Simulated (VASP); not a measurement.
# HfC (P6_3/mmc) in VASP: further runs

The runs below take HfC through single point, with PBEsol.

Program: VASP 6.6.1. These are calculated values, not measurements. Logs are shortened: lines on timing, memory, paths and dates and some standing lists are left out, and cuts for length are marked.

**1. Starting point**

It takes space group P6_3/mmc (No. 194, hexagonal). Conventional cell: a = 3.343 Å, b = 3.343 Å, c = 5.203 Å, α = 90.00°, β = 90.00°, γ = 120.00°. Around Hf (site symmetry -6m2) lie 6 C at 2.33 Å. C (site symmetry -3m) is surrounded by 6 Hf at 2.33 Å and 2 C at 2.60 Å.

The cell comes from a database or a generator and needn't be the stable form of this composition.

**2. Single point, PBEsol**

INCAR reads:

```
PREC     = Accurate       # precision mode
ENCUT    = 520            # plane-wave cutoff, eV
EDIFF    = 1E-7           # SCF threshold, eV
ISMEAR   = -1             # smearing method
SIGMA    = 0.05           # smearing width, eV
LREAL    = False          # projectors in reciprocal space
LASPH    = True           # aspherical terms in the spheres
NELM     = 100            # most SCF steps
ALGO     = Fast           # electronic algorithm
ISIF     = 2              # what is computed and relaxed
LWAVE    = False          # write WAVECAR
LCHARG   = True           # write CHGCAR
GGA      = PS             # functional
LELF     = True           # ELF
LVHAR    = True         
NBANDS   = 22             # bands
```

KPOINTS reads:

```
Automatic mesh
0
Gamma
  6 6 4
```

POSCAR reads:

```
HfC
1.0
    3.3428660000      0.0000000000      0.0000000000
   -1.6714330000      2.8950070000      0.0000000000
    0.0000000000      0.0000000000      5.2027140000
Hf C
2 2
Direct
    0.6666666667      0.3333333333      0.7500000000
    0.3333333333      0.6666666667      0.2500000000
    0.0000000000      0.0000000000      0.0000000000
    0.0000000000      0.0000000000      0.5000000000
```

Potentials or basis: VASP PAW PBE potentials, release 64 (Hf_pv, C).

On the command line:

```sh
> cat potpaw_PBE.64/Hf_pv/POTCAR potpaw_PBE.64/C/POTCAR > POTCAR
> mpirun -np 1 vasp_std > vasp.out
```

OUTCAR:

```text
PREC = Accurate
   ENCUT = 520
   EDIFF = 1E-7
   ISMEAR = -1
   LREAL = False
   LASPH = True
   NELM = 100
   ISIF = 2
   GGA = PS

 ion  position               nearest neighbor table
   1  0.667  0.333  0.750-   3 2.33   4 2.33   3 2.33   4 2.33   3 2.33   4 2.33   2 3.24   2 3.24
                             2 3.24   2 3.24   2 3.24   2 3.24
   2  0.333  0.667  0.250-   3 2.33   4 2.33   3 2.33   4 2.33   3 2.33   4 2.33   1 3.24   1 3.24
                             1 3.24   1 3.24   1 3.24   1 3.24
   3  0.000  0.000  0.000-   1 2.33   2 2.33   1 2.33   2 2.33   1 2.33   2 2.33
   4  0.000  0.000  0.500-   1 2.33   2 2.33   1 2.33   2 2.33   1 2.33   2 2.33

  LATTYP: Found a hexagonal cell.
 ALAT       =     3.3428660000
 C/A-ratio  =     1.5563633122

  Lattice vectors:

 A1 = (   3.3428660000,   0.0000000000,   0.0000000000)
 A2 = (  -1.6714330000,   2.8950070000,   0.0000000000)
 A3 = (   0.0000000000,   0.0000000000,   5.2027140000)

Analysis of symmetry for initial positions (statically):
=====================================================================
 Subroutine PRICEL returns:
 Original cell was already a primitive cell.

 Routine SETGRP: Setting up the symmetry group for a
 hexagonal supercell.

 Subroutine GETGRP returns: Found 24 space group operations
 (whereof 12 operations were pure point group operations)
 out of a pool of 24 trial point group operations.

The static configuration has the point symmetry D_3d.
 The point group associated with its full space group is D_6h.

Analysis of symmetry for dynamics (positions and initial velocities):
=====================================================================
 Subroutine PRICEL returns:
 Original cell was already a primitive cell.

 Routine SETGRP: Setting up the symmetry group for a
 hexagonal supercell.

 Subroutine GETGRP returns: Found 24 space group operations
 (whereof 12 operations were pure point group operations)
 out of a pool of 24 trial point group operations.

The dynamic configuration has the point symmetry D_3d.
 The point group associated with its full space group is D_6h.

 Subroutine INISYM returns: Found 24 space group operations
 (whereof 12 operations are pure point group operations),
 and found     1 'primitive' translations

----------------------------------------------------------------------------------------

                                     Primitive cell

  volume of cell :      50.3499

  direct lattice vectors                    reciprocal lattice vectors
     3.342866000  0.000000000  0.000000000     0.299144507  0.172711154  0.000000000
    -1.671433000  2.895007000  0.000000000     0.000000000  0.345422308  0.000000000
     0.000000000  0.000000000  5.202714000     0.000000000  0.000000000  0.192207375

  length of vectors
     3.342866000  3.342866106  5.202714000     0.345422319  0.345422308  0.192207375

  position of ions in fractional coordinates (direct lattice)
     0.666666667  0.333333333  0.750000000
     0.333333333  0.666666667  0.250000000
     0.000000000  0.000000000  0.000000000
     0.000000000  0.000000000  0.500000000

  ion indices of the primitive-cell ions
   primitive index   ion index
                 1           1
                 2           2
                 3           3
                 4           4

----------------------------------------------------------------------------------------

 KPOINTS: Automatic mesh

Automatic generation of k-mesh.
 Grid dimensions read from file:
 generate k-points for:    6    6    4

 Generating k-lattice:

  Cartesian coordinates                     Fractional coordinates (reciprocal lattice)
     0.049857418  0.028785192  0.000000000     0.166666667 -0.000000000  0.000000000
     0.000000000  0.057570385  0.000000000     0.000000000  0.166666667  0.000000000
     0.000000000  0.000000000  0.048051844     0.000000000  0.000000000  0.250000000

  Length of vectors
     0.057570387  0.057570385  0.048051844

  Shift w.r.t. Gamma in fractional coordinates (k-lattice)
     0.000000000  0.000000000  0.000000000

 Subroutine IBZKPT returns following result:
 ===========================================

 Found     21 irreducible k-points:

 Following reciprocal coordinates:
            Coordinates               Weight
  0.000000  0.000000  0.000000      1.000000
  0.166667  0.000000  0.000000      6.000000
  0.333333  0.000000  0.000000      6.000000
  0.500000  0.000000  0.000000      3.000000
  0.166667  0.166667  0.000000      6.000000
  0.333333  0.166667  0.000000     12.000000
[... 13 lines left out ...]
  0.333333  0.166667  0.500000     12.000000
  0.333333  0.333333  0.500000      2.000000
   k-points           NKPTS =     21   k-points in BZ     NKDIM =     21   number of bands    NBANDS=     22
   number of dos      NEDOS =    301   number of ions     NIONS =      4
   total plane-waves  NPLWV =  31360
   dimension x,y,z NGX =    28 NGY =   28 NGZ =   40
   dimension x,y,z NGXF=    56 NGYF=   56 NGZF=   80
   ions per type =               2   2
   NGX,Y,Z   is equivalent  to a cutoff of  13.92, 13.92, 12.78 a.u.
   NGXF,Y,Z  is equivalent  to a cutoff of  27.85, 27.85, 25.56 a.u.
 SYSTEM =  unknown system
   PREC   = accura    normal or accurate (medium, high low for compatibility)
   ISTART =      0    job   : 0-new  1-cont  2-samecut
   ICHARG =      2    charge: 1-file 2-atom 10-const
   ISPIN  =      1    spin polarized calculation?
   LNONCOLLINEAR =      F non collinear calculations
   LSORBIT =      F    spin-orbit coupling
   LASPH  =      T    aspherical Exc in radial PAW
   ENCUT  =  520.0 eV  38.22 Ry    6.18 a.u.   6.22  6.22  9.67*2*pi/ulx,y,z
   NELM   =    100;   NELMIN=  2; NELMDL= -5     # of ELM steps
   EDIFF  = 0.1E-06   stopping-criterion for ELM
   LREAL  =      F    real-space projection
   EDIFFG = 0.1E-05   stopping-criterion for IOM
   NSW    =      0    number of steps for IOM
   IBRION =     -1    ionic relax: 0-MD 1-quasi-New 2-CG
   NFREE  =      0    steps in history (QN), initial steepest desc. (CG)
   ISIF   =      2    stress and relaxation
   ISYM   =      2    0-nonsym 1-usesym 2-fastsym
   POTIM  = 0.5000    time-step for ionic-motion
   TEBEG  =    0.0;   TEEND  =   0.0 temperature during run
   PSTRESS=    0.0 pullay stress
   NELECT =      28.0000    total number of electrons
   NUPDOWN=      -1.0000    fix difference up-down
   EMIN   =  10.00;   EMAX   =-10.00  energy-range for DOS
   EFERMI =   0.00;   METHOD = LEGACY
   ISMEAR =    -1;   SIGMA  =   0.05  broadening in eV -4-tet -1-fermi 0-gaus
   EFERMI_NEDOS =   21; number of points for ismear=-14 and -15
   IALGO  =     68    algorithm
   IMIX   =      4    mixing-type and parameters
     AMIX     =   0.40;   BMIX     =  1.00
     AMIX_MAG =   1.60;   BMIX_MAG =  1.00
  volume/ion in A,a.u.               =      12.59        84.94
  Fermi-wavevector in a.u.,A,eV,Ry     =   1.346257  2.544057 24.659309  1.812408
  Thomas-Fermi vector in A             =   2.474104
   LORBIT       =      0    0 simple, 1 ext, 2 COOP (PROOUT), +10 PAW based schemes
   GGA     = PS    functional components
   LHFCALC =     F    Hartree Fock is set to
   AEXX    =    0.0000 exact exchange contribution
   IVDW    =     0    specifies the selected vdW correction
   LEPSILON=     F    determine dielectric tensor
   LRPA    =     F    only Hartree local field effects (RPA)
 non-spin polarized calculation
 RMM-DIIS sequential band-by-band and
  energy-cutoff  :      520.00
  volume of cell :       50.35
 maximum number of plane-waves:      1375
 NGX is ok and might be reduce to    28
   NGX = 13   NGY = 13   NGZ = 19

 number of electron      28.0000002 magnetization

 Free energy of the ion-electron system (eV)
  ---------------------------------------------------
  ext. energy  EPLUGINS =         0.00000000
  ---------------------------------------------------
  free energy    TOTEN  =       -43.60664006 eV

  energy without entropy =      -43.59861600  energy(sigma->0) =      -43.60262803

 E-fermi :   5.9114     XC(G=0): -12.4118

 val. band max:        5.8578360233   @ k =   0.1667   0.1667   0.2500
 cond. band min:       6.0154521195   @ k =   0.1667   0.0000   0.0000
 fundamental gap:      0.1576160963
 Fermi energy:         5.9114314909

 k-point     1 :       0.0000    0.0000    0.0000
  band No.  band energies     occupation
      1     -24.2983      2.00000
      2     -23.7326      2.00000
      3     -23.7326      2.00000
      4     -23.6420      2.00000
      5     -23.6420      2.00000
      6     -23.5514      2.00000
[... 14 lines left out ...]
     21      10.2820      0.00000
     22      14.4128      0.00000

 k-point     2 :       0.1667    0.0000    0.0000
  band No.  band energies     occupation
      1     -24.2352      2.00000
      2     -23.8560      2.00000
      3     -23.7774      2.00000
      4     -23.7551      2.00000
      5     -23.6492      2.00000
      6     -23.5767      2.00000
[... 14 lines left out ...]
     21      11.8167      0.00000
     22      13.3312      0.00000

 k-point     3 :       0.3333    0.0000    0.0000
  band No.  band energies     occupation
      1     -24.1033      2.00000
      2     -24.0819      2.00000
      3     -23.9630      2.00000
      4     -23.8553      2.00000
      5     -23.6744      2.00000
      6     -23.6537      2.00000
[... 14 lines left out ...]
     21      12.5488      0.00000
     22      13.6186      0.00000

 k-point     4 :       0.5000    0.0000    0.0000
  band No.  band energies     occupation
      1     -24.2245      2.00000
      2     -24.0615      2.00000
      3     -23.9684      2.00000
      4     -23.8913      2.00000
      5     -23.7286      2.00000
      6     -23.6894      2.00000
[... 14 lines left out ...]
     21      11.8268      0.00000
     22      13.3379      0.00000

 k-point     5 :       0.1667    0.1667    0.0000
  band No.  band energies     occupation
      1     -24.1257      2.00000
      2     -23.9915      2.00000
      3     -23.9668      2.00000
      4     -23.7931      2.00000
      5     -23.7090      2.00000
      6     -23.6290      2.00000
[... 14 lines left out ...]
     21      12.4217      0.00000
     22      12.5627      0.00000

 k-point     6 :       0.3333    0.1667    0.0000
  band No.  band energies     occupation
      1     -24.1716      2.00000
      2     -24.0278      2.00000
      3     -23.9709      2.00000
      4     -23.9120      2.00000
      5     -23.7622      2.00000
      6     -23.7260      2.00000
[... 14 lines left out ...]
     21      12.8959      0.00000
     22      12.9989      0.00000

 k-point     7 :       0.3333    0.3333    0.0000
  band No.  band energies     occupation
      1     -24.1725      2.00000
      2     -23.9766      2.00000
      3     -23.9766      2.00000
      4     -23.8894      2.00000
      5     -23.8387      2.00000
      6     -23.8387      2.00000
[... 249 lines left out ...]
      6     -23.7465      2.00000
[... 14 lines left out ...]
     21      13.3539      0.00000
     22      13.3539      0.00000

 k-point    18 :       0.5000    0.0000    0.5000
  band No.  band energies     occupation
      1     -24.2499      2.00000
      2     -24.2499      2.00000
      3     -23.7915      2.00000
      4     -23.7915      2.00000
      5     -23.7362      2.00000
      6     -23.7362      2.00000
[... 14 lines left out ...]
     21      14.2020      0.00000
     22      14.2023      0.00000

 k-point    19 :       0.1667    0.1667    0.5000
  band No.  band energies     occupation
      1     -24.0881      2.00000
      2     -24.0881      2.00000
      3     -23.8078      2.00000
      4     -23.8078      2.00000
      5     -23.7138      2.00000
      6     -23.7138      2.00000
[... 14 lines left out ...]
     21      13.5607      0.00000
     22      13.5801      0.00000

 k-point    20 :       0.3333    0.1667    0.5000
  band No.  band energies     occupation
      1     -24.1925      2.00000
      2     -24.1925      2.00000
      3     -23.8951      2.00000
      4     -23.8951      2.00000
      5     -23.6936      2.00000
      6     -23.6936      2.00000
[... 14 lines left out ...]
     21      13.5748      0.00000
     22      13.5762      0.00000

 k-point    21 :       0.3333    0.3333    0.5000
  band No.  band energies     occupation
      1     -24.1351      2.00000
      2     -24.1351      2.00000
      3     -24.0332      2.00000
      4     -24.0332      2.00000
      5     -23.6722      2.00000
      6     -23.6722      2.00000
[... 14 lines left out ...]
     21      13.3626      0.00000
     22      13.3628      0.00000

------------------------ aborting loop because EDIFF is reached ----------------------------------------

  FORCE on cell =-STRESS in cart. coord.  units (eV):
  Direction    XX          YY          ZZ          XY          YZ          ZX
  --------------------------------------------------------------------------------------
  -------------------------------------------------------------------------------------
  Total       -2.9978188     -2.9978190     -1.3878542      0.0000000      0.0000000     -0.0000000
  in kB      -95.3931996    -95.3932077    -44.1627274      0.0000000      0.0000000     -0.0000000
  external PRESSURE =     -78.3163782 kB  Pullay stress =       0.0000000 kB

 VOLUME and BASIS-vectors are now :
 -----------------------------------------------------------------------------
  energy-cutoff  :      520.00
  volume of cell :       50.35
      direct lattice vectors                 reciprocal lattice vectors
     3.342866000  0.000000000  0.000000000     0.299144507  0.172711154  0.000000000
    -1.671433000  2.895007000  0.000000000     0.000000000  0.345422308  0.000000000
     0.000000000  0.000000000  5.202714000     0.000000000  0.000000000  0.192207375

 POSITION                                       TOTAL-FORCE (eV/Angst)
 -----------------------------------------------------------------------------------
      1.67143      0.96500      3.90204         0.000000      0.000000      0.000000
     -0.00000      1.93000      1.30068         0.000000     -0.000000      0.000000
      0.00000      0.00000      0.00000        -0.000000      0.000000      0.000000
      0.00000      0.00000      2.60136         0.000000      0.000000      0.000000
 -----------------------------------------------------------------------------------
    total drift:                               -0.000000      0.000000     -0.000000

  FREE ENERGIE OF THE ION-ELECTRON SYSTEM (eV)
  ---------------------------------------------------
  free  energy   TOTEN  =       -43.6066400624 eV

  energy  without entropy=      -43.5986159990  energy(sigma->0) =      -43.60262803
```

Wall time 16 s (1 thread of Intel Xeon 6975P-C (Granite Rapids), shared host); peak memory 0.18 GiB.

Results:

```
Free energy            : -43.6066 eV
Pressure               : -7.8 GPa
Band gap on the k mesh : none (metal or under the smearing width)
```

Caveat: the k mesh is coarse (spacing up to 0.36 Å⁻¹), so the values aren't converged; the PAW data sets were made with another functional, which shifts forces and pressure a little.

**3. Single point, PBEsol**

INCAR reads:

```
  ALGO = Fast
  EDIFF = 1E-6
  ENCUT = 520
  GGA = PS
  ISIF = 2
  ISMEAR = -1
  LASPH = T
  LCHARG = T
  LELF = T
  LREAL = F
  LVHAR = T
  LWAVE = F
  NBANDS = 22
  NELM = 100
  PREC = Accurate
  SIGMA = 0.05
```

KPOINTS reads:

```
k-points
0
Gamma
  4 4 3
```

POSCAR is that of step 2.

Potentials or basis: VASP PAW PBE potentials, release 64 (Hf_pv, C).

On the command line:

```sh
> cat potpaw_PBE.64/Hf_pv/POTCAR potpaw_PBE.64/C/POTCAR > POTCAR
> mpirun -np 1 vasp_std > vasp.out
```

Run time: 8.1 s. Hardware: 1 thread of Intel Xeon 6975P-C (Granite Rapids), shared host; peak memory 0.16 GiB.

The run converged. Its results:

```
Free energy            : -43.6651 eV
Pressure               : -8.2 GPa
Band gap on the k mesh : none (metal or under the smearing width)
```

Stress tensor (GPa, compression positive):
```
-9.41  0.00  0.00
 0.00 -9.41  0.00
 0.00  0.00 -5.75
```

Levels at points of the mesh, in eV from the Fermi level:
```tsv
k point	band 12	band 13	band 14	band 15	band 16	band 17
(0.00, 0.00, 0.00)	-1.41	-1.41	0.77	1.20	1.20	1.67
(0.50, 0.00, 0.00)	-3.51	-2.04	-1.33	1.26	4.08	4.50
```

Caveat: the k mesh is coarse (spacing up to 0.54 Å⁻¹), so the values aren't converged; the PAW data sets were made with another functional, which shifts forces and pressure a little. Spin-orbit coupling is left out, which matters for the levels of Hf.
